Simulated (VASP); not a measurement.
# Bi (Im-3m) in VASP: a series of runs, part 2 of 2

VASP 6.6.1.

## 4. Relaxation of the atoms, PBE

File INCAR:

```
SYSTEM = Bi
PREC     = Accurate       ! precision mode
ENCUT    = 300            ! plane-wave cutoff, eV
EDIFF    = 1E-7           ! SCF threshold, eV
ISMEAR   = 1              ! smearing method
SIGMA    = 0.1            ! smearing width, eV
LREAL    = .False.        ! projectors in reciprocal space
LASPH    = .True.         ! aspherical terms in the spheres
NELM     = 80             ! most SCF steps
ALGO     = Fast           ! electronic algorithm
ISIF     = 2              ! what is computed and relaxed
LWAVE    = .False.        ! write WAVECAR
LCHARG   = .False.        ! write CHGCAR
GGA      = PE             ! functional
IBRION   = 2              ! ionic algorithm
NSW      = 40             ! ionic steps
EDIFFG   = -0.01          ! ionic threshold
```

File KPOINTS:

```
Automatic mesh
0
Gamma
  7 7 7
  0 0 0
```

File POSCAR:

```
Bi                                      
1.0
   -2.0021008356      2.0021008356      2.0021008356
    2.0021008356     -2.0021008356      2.0021008356
    2.0021008356      2.0021008356     -2.0021008356
  Bi            
     1
Direct
     0.0000000000000000    0.0000000000000000    0.0000000000000000
```

Potentials or basis: VASP PAW PBE potentials, release 64 (Bi).

The run is started by

```console
$ cat potpaw_PBE.64/Bi/POTCAR > POTCAR
$ mpirun -np 1 vasp_std > vasp.out
```

OUTCAR:

```text
SYSTEM = Bi
   PREC = Accurate
   ENCUT = 300
   EDIFF = 1E-7
   ISMEAR = 1
   LREAL = .False.
   LASPH = .True.
   NELM = 80
   ISIF = 2
   GGA = PE
   IBRION = 2
   NSW = 40
   EDIFFG = -0.01

 ion  position               nearest neighbor table
   1  0.000  0.000  0.000-

  LATTYP: Found a body centered cubic cell.
 ALAT       =     4.0042016712

  Lattice vectors:

 A1 = (  -2.0021008356,   2.0021008356,   2.0021008356)
 A2 = (   2.0021008356,  -2.0021008356,   2.0021008356)
 A3 = (   2.0021008356,   2.0021008356,  -2.0021008356)

Analysis of symmetry for initial positions (statically):
=====================================================================
 Subroutine PRICEL returns:
 Original cell was already a primitive cell.

 Routine SETGRP: Setting up the symmetry group for a
 body centered cubic supercell.

 Subroutine GETGRP returns: Found 48 space group operations
 (whereof 48 operations were pure point group operations)
 out of a pool of 48 trial point group operations.

The static configuration has the point symmetry O_h .

Analysis of symmetry for dynamics (positions and initial velocities):
=====================================================================
 Subroutine PRICEL returns:
 Original cell was already a primitive cell.

 Routine SETGRP: Setting up the symmetry group for a
 body centered cubic supercell.

 Subroutine GETGRP returns: Found 48 space group operations
 (whereof 48 operations were pure point group operations)
 out of a pool of 48 trial point group operations.

The dynamic configuration has the point symmetry O_h .

 Subroutine INISYM returns: Found 48 space group operations
 (whereof 48 operations are pure point group operations),
 and found     1 'primitive' translations

----------------------------------------------------------------------------------------

                                     Primitive cell

  volume of cell :      32.1009

  direct lattice vectors                    reciprocal lattice vectors
    -2.002100836  2.002100836  2.002100836     0.000000000  0.249737671  0.249737671
     2.002100836 -2.002100836  2.002100836     0.249737671  0.000000000  0.249737671
     2.002100836  2.002100836 -2.002100836     0.249737671  0.249737671  0.000000000

  length of vectors
     3.467740369  3.467740369  3.467740369     0.353182402  0.353182402  0.353182402

  position of ions in fractional coordinates (direct lattice)
     0.000000000  0.000000000  0.000000000

  ion indices of the primitive-cell ions
   primitive index   ion index
                 1           1

----------------------------------------------------------------------------------------

 KPOINTS: Automatic mesh

Automatic generation of k-mesh.
 Grid dimensions read from file:
 generate k-points for:    7    7    7

 Generating k-lattice:

  Cartesian coordinates                     Fractional coordinates (reciprocal lattice)
     0.000000000  0.035676810  0.035676810     0.142857143  0.000000000  0.000000000
     0.035676810  0.000000000  0.035676810     0.000000000  0.142857143  0.000000000
     0.035676810  0.035676810  0.000000000     0.000000000  0.000000000  0.142857143

  Length of vectors
     0.050454629  0.050454629  0.050454629

  Shift w.r.t. Gamma in fractional coordinates (k-lattice)
     0.000000000  0.000000000  0.000000000

 Subroutine IBZKPT returns following result:
 ===========================================

 Found     20 irreducible k-points:

 Following reciprocal coordinates:
            Coordinates               Weight
  0.000000  0.000000  0.000000      1.000000
  0.142857  0.000000  0.000000     12.000000
  0.285714  0.000000  0.000000     12.000000
  0.428571  0.000000  0.000000     12.000000
  0.142857  0.142857  0.000000     24.000000
  0.285714  0.142857  0.000000     48.000000
[... 12 lines left out ...]
 -0.428571 -0.428571  0.285714      8.000000
 -0.428571  0.428571  0.428571      6.000000
   k-points           NKPTS =     20   k-points in BZ     NKDIM =     20   number of bands    NBANDS=      6
   number of dos      NEDOS =    301   number of ions     NIONS =      1
   total plane-waves  NPLWV =   8000
   dimension x,y,z NGX =    20 NGY =   20 NGZ =   20
   dimension x,y,z NGXF=    40 NGYF=   40 NGZF=   40
   ions per type =               1
   NGX,Y,Z   is equivalent  to a cutoff of   9.59,  9.59,  9.59 a.u.
   NGXF,Y,Z  is equivalent  to a cutoff of  19.18, 19.18, 19.18 a.u.
 SYSTEM =  Bi
   PREC   = accura    normal or accurate (medium, high low for compatibility)
   ISTART =      0    job   : 0-new  1-cont  2-samecut
   ICHARG =      2    charge: 1-file 2-atom 10-const
   ISPIN  =      1    spin polarized calculation?
   LNONCOLLINEAR =      F non collinear calculations
   LSORBIT =      F    spin-orbit coupling
   LASPH  =      T    aspherical Exc in radial PAW
   ENCUT  =  300.0 eV  22.05 Ry    4.70 a.u.   4.90  4.90  4.90*2*pi/ulx,y,z
   NELM   =     80;   NELMIN=  2; NELMDL= -5     # of ELM steps
   EDIFF  = 0.1E-06   stopping-criterion for ELM
   LREAL  =      F    real-space projection
   EDIFFG = -.1E-01   stopping-criterion for IOM
   NSW    =     40    number of steps for IOM
   IBRION =      2    ionic relax: 0-MD 1-quasi-New 2-CG
   NFREE  =      1    steps in history (QN), initial steepest desc. (CG)
   ISIF   =      2    stress and relaxation
   ISYM   =      2    0-nonsym 1-usesym 2-fastsym
   POTIM  = 0.5000    time-step for ionic-motion
   TEBEG  =    0.0;   TEEND  =   0.0 temperature during run
   PSTRESS=    0.0 pullay stress
   NELECT =       5.0000    total number of electrons
   NUPDOWN=      -1.0000    fix difference up-down
   EMIN   =  10.00;   EMAX   =-10.00  energy-range for DOS
   EFERMI =   0.00;   METHOD = LEGACY
   ISMEAR =     1;   SIGMA  =   0.10  broadening in eV -4-tet -1-fermi 0-gaus
   EFERMI_NEDOS =   21; number of points for ismear=-14 and -15
   IALGO  =     68    algorithm
   IMIX   =      4    mixing-type and parameters
     AMIX     =   0.40;   BMIX     =  1.00
     AMIX_MAG =   1.60;   BMIX_MAG =  1.00
  volume/ion in A,a.u.               =      32.10       216.63
  Fermi-wavevector in a.u.,A,eV,Ry     =   0.880830  1.664528 10.556242  0.775862
  Thomas-Fermi vector in A             =   2.001244
   LORBIT       =      0    0 simple, 1 ext, 2 COOP (PROOUT), +10 PAW based schemes
   GGA     = PE    functional components
   LHFCALC =     F    Hartree Fock is set to
   AEXX    =    0.0000 exact exchange contribution
   IVDW    =     0    specifies the selected vdW correction
   LEPSILON=     F    determine dielectric tensor
   LRPA    =     F    only Hartree local field effects (RPA)
 conjugate gradient relaxation of ions
 non-spin polarized calculation
 RMM-DIIS sequential band-by-band and
 Methfessel and Paxton  Order N= 1 SIGMA  =   0.10
  energy-cutoff  :      300.00
  volume of cell :       32.10
 maximum number of plane-waves:       391
   NGX =  9   NGY =  9   NGZ =  9

 number of electron       5.0000002 magnetization

 Free energy of the ion-electron system (eV)
  ---------------------------------------------------
  ext. energy  EPLUGINS =         0.00000000
  ---------------------------------------------------
  free energy    TOTEN  =        -3.71112228 eV

  energy without entropy =       -3.70806601  energy(sigma->0) =       -3.71010353

 E-fermi :   6.2666     XC(G=0):  -9.9714

 val. band max:        6.2462913245   @ k =  -0.4286   0.4286   0.2857
 cond. band min:       6.5107163059   @ k =  -0.2857   0.2857   0.2857
 fundamental gap:      0.2644249813
 Fermi energy:         6.2666453595

 k-point     1 :       0.0000    0.0000    0.0000
  band No.  band energies     occupation
      1      -6.9611      2.00000
      2      11.2515      0.00000
      3      11.2515      0.00000
      4      11.2515      0.00000
      5      15.0762      0.00000
      6      16.8161      0.00000

 k-point     2 :       0.1429    0.0000    0.0000
  band No.  band energies     occupation
      1      -6.6059      2.00000
      2       8.4468      0.00000
      3      10.3247      0.00000
      4      10.9519      0.00000
      5      14.4872      0.00000
      6      15.3296      0.00000
[... 154 lines left out ...]
 k-point    20 :      -0.4286    0.4286    0.4286
  band No.  band energies     occupation
      1      -2.4049      2.00000
      2       4.3570      2.00000
      3       4.8280      2.00000
      4       4.8280      2.00000
      5      10.0324      0.00000
      6      10.9604      0.00000

------------------------ aborting loop because EDIFF is reached ----------------------------------------

  FORCE on cell =-STRESS in cart. coord.  units (eV):
  Direction    XX          YY          ZZ          XY          YZ          ZX
  --------------------------------------------------------------------------------------
  -------------------------------------------------------------------------------------
  Total        0.0006458      0.0006458      0.0006458     -0.0000000      0.0000000     -0.0000000
  in kB        0.0322323      0.0322323      0.0322323     -0.0000000      0.0000000     -0.0000000
  external PRESSURE =       0.0322323 kB  Pullay stress =       0.0000000 kB

 VOLUME and BASIS-vectors are now :
 -----------------------------------------------------------------------------
  energy-cutoff  :      300.00
  volume of cell :       32.10
      direct lattice vectors                 reciprocal lattice vectors
    -2.002100836  2.002100836  2.002100836     0.000000000  0.249737671  0.249737671
     2.002100836 -2.002100836  2.002100836     0.249737671  0.000000000  0.249737671
     2.002100836  2.002100836 -2.002100836     0.249737671  0.249737671  0.000000000

 POSITION                                       TOTAL-FORCE (eV/Angst)
 -----------------------------------------------------------------------------------
      0.00000      0.00000      0.00000         0.000000      0.000000     -0.000000
 -----------------------------------------------------------------------------------
    total drift:                                0.000000      0.000000     -0.000000

  FREE ENERGIE OF THE ION-ELECTRON SYSTEM (eV)
  ---------------------------------------------------
  free  energy   TOTEN  =        -3.7111222839 eV

  energy  without entropy=       -3.7080660134  energy(sigma->0) =       -3.71010353

 reached required accuracy - stopping structural energy minimisation
```

It took 3.7 s on 1 thread of Intel Xeon 6975P-C (Granite Rapids), shared host; peak memory 0.11 GiB.

Results:

* Free energy: -3.7111 eV
* Pressure after relaxing: 0.0 GPa
* Band gap on the k mesh: none (metal or under the smearing width)

Final structure:
```
Bi
1.0
    -2.00210    2.00210    2.00210
     2.00210   -2.00210    2.00210
     2.00210    2.00210   -2.00210
Bi
1
Direct
  0.00000 0.00000 0.00000
```

Caveat: the relaxation stopped at its first step, so nothing moved; spin-orbit coupling is left out, which moves the levels of the heavy elements.

## 5. Relaxation of the atoms, PBE (a relaxed cell with its volume scaled by 1.02)

INCAR is that of step 4.

KPOINTS is that of step 4.

File POSCAR:

```
Bi                                      
1.0
   -2.0153601679      2.0153601679      2.0153601679
    2.0153601679     -2.0153601679      2.0153601679
    2.0153601679      2.0153601679     -2.0153601679
  Bi            
     1
Direct
     0.0000000000000000    0.0000000000000000    0.0000000000000000
```

Potentials or basis: VASP PAW PBE potentials, release 64 (Bi).

The run is started by

```console
$ cat potpaw_PBE.64/Bi/POTCAR > POTCAR
$ mpirun -np 1 vasp_std > vasp.out
```

OUTCAR:

```text
SYSTEM = Bi
   PREC = Accurate
   ENCUT = 300
   EDIFF = 1E-7
   ISMEAR = 1
   LREAL = .False.
   LASPH = .True.
   NELM = 80
   ISIF = 2
   GGA = PE
   IBRION = 2
   NSW = 40
   EDIFFG = -0.01

 ion  position               nearest neighbor table
   1  0.000  0.000  0.000-

  LATTYP: Found a body centered cubic cell.
 ALAT       =     4.0307203358

  Lattice vectors:

[... 358 lines left out ...]
      5       9.8362      0.00000
      6      10.7447      0.00000

------------------------ aborting loop because EDIFF is reached ----------------------------------------

  FORCE on cell =-STRESS in cart. coord.  units (eV):
  Direction    XX          YY          ZZ          XY          YZ          ZX
  --------------------------------------------------------------------------------------
  -------------------------------------------------------------------------------------
  Total       -0.2006637     -0.2006637     -0.2006637      0.0000000      0.0000000      0.0000000
  in kB       -9.8188692     -9.8188692     -9.8188692      0.0000000      0.0000000      0.0000000
  external PRESSURE =      -9.8188692 kB  Pullay stress =       0.0000000 kB

 VOLUME and BASIS-vectors are now :
 -----------------------------------------------------------------------------
  energy-cutoff  :      300.00
  volume of cell :       32.74
      direct lattice vectors                 reciprocal lattice vectors
    -2.015360168  2.015360168  2.015360168     0.000000000  0.248094613  0.248094613
     2.015360168 -2.015360168  2.015360168     0.248094613  0.000000000  0.248094613
     2.015360168  2.015360168 -2.015360168     0.248094613  0.248094613  0.000000000

 POSITION                                       TOTAL-FORCE (eV/Angst)
 -----------------------------------------------------------------------------------
      0.00000      0.00000      0.00000         0.000000     -0.000000      0.000000
 -----------------------------------------------------------------------------------
    total drift:                                0.000000      0.000000     -0.000000

  FREE ENERGIE OF THE ION-ELECTRON SYSTEM (eV)
  ---------------------------------------------------
  free  energy   TOTEN  =        -3.7091246878 eV

  energy  without entropy=       -3.7060215557  energy(sigma->0) =       -3.70809031

 reached required accuracy - stopping structural energy minimisation
```

CONTCAR:

```text
Bi
   1.00000000000000
    -2.0153601678999999    2.0153601678999999    2.0153601678999999
     2.0153601678999999   -2.0153601678999999    2.0153601678999999
     2.0153601678999999    2.0153601678999999   -2.0153601678999999
  Bi
     1
Direct
     0.0000000000000000    0.0000000000000000    0.0000000000000000

  0.00000000E+00  0.00000000E+00  0.00000000E+00
```

It took 3.8 s on 1 thread of Intel Xeon 6975P-C (Granite Rapids), shared host; peak memory 0.12 GiB.

Results:

```yaml
Free_energy: -3.7091 eV
Pressure_after_relaxing: -1.0 GPa
Band_gap_on_the_k_mesh: none (metal or under the smearing width)
```

Final structure:
```
CELL_PARAMETERS angstrom
-2.01536 2.01536 2.01536
2.01536 -2.01536 2.01536
2.01536 2.01536 -2.01536
ATOMIC_POSITIONS crystal
Bi 0.00000 0.00000 0.00000
```

Levels at points of the mesh, in eV from the Fermi level:
| k point | band 1 | band 2 | band 3 | band 4 | band 5 | band 6 |
| --- | --- | --- | --- | --- | --- | --- |
| (0.00, 0.00, 0.00) | -13.10 | 4.85 | 4.85 | 4.85 | 8.57 | 10.54 |

Caveat: the relaxation stopped at its first step, so nothing moved; spin-orbit coupling is left out, which moves the levels of the heavy elements.

## 6. Relaxation of the atoms, PBE (a relaxed cell with its volume scaled by 1.04)

INCAR is that of step 5.

KPOINTS is that of step 5.

File POSCAR:

```
Bi                                      
1.0
   -2.0284472890      2.0284472890      2.0284472890
    2.0284472890     -2.0284472890      2.0284472890
    2.0284472890      2.0284472890     -2.0284472890
  Bi            
     1
Direct
     0.0000000000000000    0.0000000000000000    0.0000000000000000
```

Potentials or basis: VASP PAW PBE potentials, release 64 (Bi).

The run is started by

```console
$ cat potpaw_PBE.64/Bi/POTCAR > POTCAR
$ mpirun -np 1 vasp_std > vasp.out
```

It took 3.7 s on 1 thread of Intel Xeon 6975P-C (Granite Rapids), shared host; peak memory 0.11 GiB.

Results (log left out):

```yaml
Free_energy: -3.7034 eV
Pressure_after_relaxing: -1.9 GPa
Band_gap_on_the_k_mesh: none (metal or under the smearing width)
```

Final structure:
```
CELL_PARAMETERS angstrom
-2.02845 2.02845 2.02845
2.02845 -2.02845 2.02845
2.02845 2.02845 -2.02845
ATOMIC_POSITIONS crystal
Bi 0.00000 0.00000 0.00000
```

Levels at points of the mesh, in eV from the Fermi level:
| k point | band 1 | band 2 | band 3 | band 4 | band 5 | band 6 |
| --- | --- | --- | --- | --- | --- | --- |
| (0.00, 0.00, 0.00) | -12.98 | 4.71 | 4.71 | 4.71 | 8.34 | 10.53 |

Caveat: the relaxation stopped at its first step, so nothing moved; spin-orbit coupling is left out, which moves the levels of the heavy elements.

## 7. The runs side by side

| cell | gap on the mesh (eV) | pressure (GPa) |
| --- | --- | --- |
| atoms relaxed from: a relaxed cell with its volume scaled by 0.96 | none | 2.3 |
| atoms relaxed from: a relaxed cell with its volume scaled by 0.98 | none | 1.1 |
| atoms relaxed | none | 0.0 |
| atoms relaxed from: a relaxed cell with its volume scaled by 1.02 | none | -1.0 |
| atoms relaxed from: a relaxed cell with its volume scaled by 1.04 | none | -1.9 |

Alike in all rows: task relaxation of the atoms; level PBE; potentials or basis VASP PAW PBE potentials, release 64 (Bi); no spin polarisation; k mesh 7 × 7 × 7; cutoff (eV) 300; smearing methfessel-paxton 0.1 eV.

Caveats: the relaxation stopped at its first step, so nothing moved; spin-orbit coupling is left out, which moves the levels of the heavy elements.

Total energies depend on the potentials used, so only differences within one code and one set of settings carry meaning.
